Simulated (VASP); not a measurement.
Wanted: the native input for a VASP 6.6.1 run.

| Quantity | Value |
| --- | --- |
| Task | band structure |
| Functional | PBE |
| Dispersion | D3(BJ) |
| Potentials or basis | VASP PAW PBE potentials, release 64 (S, W_sv) |
| Cutoff | 520 eV |
| k mesh | 12 × 12 × 1 |
| Occupations | gaussian, width 0.03 eV |
| Spin | spin-orbit coupling, no magnetisation |
| Dipole correction | yes |
| Further INCAR settings | ALGO = Normal; EDIFF = 1e-07; NBANDS = 70 |

The structure of WS2 lies in POSCAR:

```
WS2                                     
1.0
    3.1584466713      0.0000000000      0.0000000000
   -1.5792233356      2.7352950587      0.0000000000
    0.0000000000      0.0000000000     27.2936903300
  S               W             
     4     2
Direct
     0.3333333300000021    0.6666666699999979    0.3313427264445536
     0.3333333300000021    0.6666666699999979    0.4467274413079707
     0.0000000000000000    0.0000000000000000    0.5537217680061985
     0.0000000000000000    0.0000000000000000    0.6691084077276059
     0.6666666699999979    0.3333333300000021    0.3891062035520960
     0.3333333300000021    0.6666666699999979    0.6113709329615773
```

These files were run (other wordings do the same):

INCAR

```
SYSTEM = WS2
PREC = Accurate
ENCUT = 520
EDIFF = 1E-7
ISMEAR = 0
SIGMA = 0.03
LREAL = .False.
LASPH = .True.
NELM = 80
ALGO = Normal
ISIF = 2
LWAVE = .False.
LCHARG = .False.
LNONCOLLINEAR = .True.
MAGMOM = 0 0 0 0 0 0 0 0 0 0 0 0 0 0 0 0 0 0
LORBIT = 11
LSORBIT = .True.
GGA_COMPAT = .False.
LMAXMIX = 4
LDIPOL = .True.
IDIPOL = 3
DIPOL = 0.5 0.5 0.500
GGA = PE
IVDW = 12
NBANDS = 70
LVHAR = .True.
LVACPOTAV = .True.
KPAR = 4
```

KPOINTS

```
regular mesh
0
Gamma
  12 12 1
  0 0 0
```

KPOINTS_OPT

```
explicit points
67
Reciprocal
 0.0000000000  0.0000000000  0.0000000000 1
 0.0357142900  0.0000000000  0.0000000000 1
 0.0714285700  0.0000000000  0.0000000000 1
 0.1071428600  0.0000000000  0.0000000000 1
 0.1428571400  0.0000000000  0.0000000000 1
 0.1785714300  0.0000000000  0.0000000000 1
 0.2142857100  0.0000000000  0.0000000000 1
 0.2500000000  0.0000000000  0.0000000000 1
 0.2857142900  0.0000000000  0.0000000000 1
 0.3214285700  0.0000000000  0.0000000000 1
 0.3571428600  0.0000000000  0.0000000000 1
 0.3928571400  0.0000000000  0.0000000000 1
 0.4285714300  0.0000000000  0.0000000000 1
 0.4642857100  0.0000000000  0.0000000000 1
 0.5000000000  0.0000000000  0.0000000000 1
 0.4791666700  0.0416666700  0.0000000000 1
 0.4583333300  0.0833333300  0.0000000000 1
 0.4375000000  0.1250000000  0.0000000000 1
 0.4166666700  0.1666666700  0.0000000000 1
 0.3958333300  0.2083333300  0.0000000000 1
 0.3750000000  0.2500000000  0.0000000000 1
 0.3541666700  0.2916666700  0.0000000000 1
 0.3333333300  0.3333333300  0.0000000000 1
 0.3137254900  0.3137254900  0.0000000000 1
 0.2941176500  0.2941176500  0.0000000000 1
 0.2745098000  0.2745098000  0.0000000000 1
 0.2549019600  0.2549019600  0.0000000000 1
 0.2352941200  0.2352941200  0.0000000000 1
 0.2156862700  0.2156862700  0.0000000000 1
 0.1960784300  0.1960784300  0.0000000000 1
 0.1764705900  0.1764705900  0.0000000000 1
 0.1568627500  0.1568627500  0.0000000000 1
 0.1372549000  0.1372549000  0.0000000000 1
 0.1176470600  0.1176470600  0.0000000000 1
 0.0980392200  0.0980392200  0.0000000000 1
 0.0784313700  0.0784313700  0.0000000000 1
 0.0588235300  0.0588235300  0.0000000000 1
 0.0392156900  0.0392156900  0.0000000000 1
 0.0196078400  0.0196078400  0.0000000000 1
 0.0000000000  0.0000000000  0.0000000000 1
 0.0000000000  0.0000000000  0.0000000000 1
 0.0060313400 -0.0030156700  0.0000000000 1
-0.0060313400  0.0030156700  0.0000000000 1
 0.0175914000 -0.0087957000  0.0000000000 1
-0.0175914000  0.0087957000  0.0000000000 1
 0.0000000000  0.0052232900  0.0000000000 1
-0.0000000000 -0.0052232900  0.0000000000 1
 0.0000000000  0.0152346000  0.0000000000 1
-0.0000000000 -0.0152346000  0.0000000000 1
 0.5000000000  0.0000000000  0.0000000000 1
 0.5060313400 -0.0030156700  0.0000000000 1
 0.4939686600  0.0030156700  0.0000000000 1
 0.5175914000 -0.0087957000  0.0000000000 1
 0.4824086000  0.0087957000  0.0000000000 1
 0.5000000000  0.0052232900  0.0000000000 1
 0.5000000000 -0.0052232900  0.0000000000 1
 0.5000000000  0.0152346000  0.0000000000 1
 0.5000000000 -0.0152346000  0.0000000000 1
 0.3333333300  0.3333333300  0.0000000000 1
 0.3393646700  0.3303176600  0.0000000000 1
 0.3273019900  0.3363490000  0.0000000000 1
 0.3509247300  0.3245376300  0.0000000000 1
 0.3157419300  0.3421290300  0.0000000000 1
 0.3333333300  0.3385566200  0.0000000000 1
 0.3333333300  0.3281100400  0.0000000000 1
 0.3333333300  0.3485679300  0.0000000000 1
 0.3333333300  0.3180987300  0.0000000000 1
```

Potentials or basis: VASP PAW PBE potentials, release 64 (S, W_sv).

The run is started by

```console
$ cat potpaw_PBE.64/S/POTCAR potpaw_PBE.64/W_sv/POTCAR > POTCAR
$ mpirun -np 4 vasp_ncl > vasp.out
```

It gave:

```json
{"Largest force": "0.033 eV/Å", "Valence electrons inside the program's atomic spheres": "S 3.72, 3.73; W 12.04", "Dispersion energy per atom": "-0.370 eV", "Work function of the upper face": "4.82 eV", "Work function of the lower face": "4.89 eV"}
```

Run time: 24 min on 4 MPI ranks on Intel(R) Xeon(R) Platinum 8375C CPU @ 2.90GHz (Ice Lake), with other jobs on the host, peak memory 1.6 GiB a rank.
